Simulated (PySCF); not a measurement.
Species: spiropentane, C5H8.
Cartesian coordinates in Å at the PBE0-D3(BJ)/def2-TZVP level; atoms count from 1:
```
atom  x, y, z in Å
C1     1.3979   -0.4652    0.0362
C2     0.9052    0.4486   -1.0722
C3     0.0006   -0.0013   -0.0013
C4    -0.9611    0.6124    0.9310
C5    -1.3409   -0.6000    0.1006
H6     1.6055   -1.4978   -0.2210
H7     2.0638   -0.0395    0.7782
H8     0.7896    0.0193   -2.0609
H9     1.2456    1.4779   -1.0616
H10   -0.8133    0.4661    1.9949
H11   -1.4039    1.5646    0.6611
H12   -1.4453   -1.5472    0.6178
H13   -2.0376   -0.4514   -0.7168
```

Theory: PySCF, TDDFT CAM-B3LYP/aug-cc-pVTZ, vertical, gas phase, core orbitals frozen in the response. Geometry: PBE0-D3(BJ)/def2-TZVP; no solvent, vibrations or thermal averaging.

Frontier orbitals with the atoms that hold most of them (Löwdin shares over 4%, at most four atoms; ? is withheld):

```tsv
orbital	ε (eV)	atoms
LUMO+2	0.65	H10 15%, H13 15%, H8 14%, H7 14%
LUMO+1	0.62	H12 10%, H9 10%, H8 10%, H13 10%
LUMO	0.37	H13 12%, H8 12%, H10 12%, H12 12%
HOMO	-9.14	?
HOMO-1	-9.52	C3 28%, C5 19%, C4 19%, C2 8%
HOMO-2	-9.52	C3 28%, C2 19%, C1 19%, C4 8%
HOMO-3	-11.36	C5 17%, C4 17%, C1 17%, C2 17%
```

(1) Give the leading atoms of the HOMO.

(2) How does S1 compare with the orbital gap of 9.51 eV?

Results:

(1) C1 (bonded to 2 C and 2 H) 17%; C4 (bonded to 2 C and 2 H) 17%; C2 (bonded to 2 C and 2 H) 17%; C5 (bonded to 2 C and 2 H) 17%.

(2) S1 is at 7.15 eV (f = 0.0080), 2.35 eV below the gap, made of HOMO→LUMO (88%). Without the coupling terms of the response equations the lowest excitation would equal the gap.

Next come S2 at 7.46 eV (f 0.0002), HOMO→LUMO+2 (42%), HOMO-2/HOMO-1→LUMO (≥41%); S3 at 7.46 eV (f 0.0000), HOMO→LUMO+3 (44%), HOMO-2/HOMO-1→LUMO (≥39%); S4 at 7.56 eV (f 0.0009), HOMO→LUMO+1 (82%); S5 at 7.57 eV (f 0.048), HOMO-2/HOMO-1→LUMO (≥44%), HOMO→LUMO+2 (35%).

Orbitals of the list HOMO-3 to LUMO+2 that lie within 0.01 eV of each other are written together with a slash and their weights summed (≥ marks a lower bound); for degenerate orbitals outside that list single weights are arbitrary.

Löwdin shares depend on the basis, the more so with diffuse functions.

Without π bonds the low states are Rydberg-like; a valence basis with one diffuse set may place them up to an eV too high.
